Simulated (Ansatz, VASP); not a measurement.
## One calculation of Cs, two programs

The input INCAR:

```
PREC = Accurate
ENCUT = 520
EDIFF = 1E-7
ISMEAR = 0
SIGMA = 0.15
LREAL = F
LASPH = T
NELM = 60
ALGO = Fast
ISIF = 2
LWAVE = F
LCHARG = F
GGA = PE
NBANDS = 10
```

KPOINTS

```
regular mesh
0
Gamma
  12 12 12
```

POSCAR

```
Cs
1.0
   -2.8713750000      2.8713750000      3.1736250000
    2.8713750000     -2.8713750000      3.1736250000
    2.8713750000      2.8713750000     -3.1736250000
Cs
1
Direct
    0.0000000000      0.0000000000      0.0000000000
```

Input for Ansatz:

```yaml
crystal:
  lattice:
    - [-2.871375, 2.871375, 3.173625]
    - [2.871375, -2.871375, 3.173625]
    - [2.871375, 2.871375, -3.173625]
  atoms:
    - { symbol: Cs, position: [0.0, 0.0, 0.0] }
basis:
  ecutwfc: 420
kpoints:
  mp_grid: { grid: [12, 12, 12] }
hamiltonian:
  xc: pbe
scf:
  occupations: { method: gaussian, width: 0.15 }
output:
  forces: true
  stress: true
  eigenvalues: true
```

Change from the starting cell: strain -0.050 along x and y, +0.050 along z, atoms carried along.

Alike in both runs: task single point; functional PBE; k mesh 12 × 12 × 12; occupations gaussian, width 0.15 eV; no spin polarisation.

|  | VASP | Ansatz |
| --- | --- | --- |
| version | VASP 6.6.1 | Ansatz 0.2.0 |
| potentials or method | VASP PAW PBE potentials, release 64 (Cs_sv) | scalar-relativistic, plane waves, PAW |
| plane-wave cutoff (eV) | 520 | 420 |
| valence electrons in the cell | 9 | 9 |

```tsv
	VASP	Ansatz	Ansatz less VASP
gap on the k mesh at the Fermi level (eV)	none	none	-
pressure (GPa)	0.3	0.3	+0.01
```

A gap of «none» marks a metal or a gap that the smearing closes. The functional is the same, so the differences come from potentials, cutoffs and numerics.

The runs have no spin-orbit coupling, so splittings on Cs are missing.
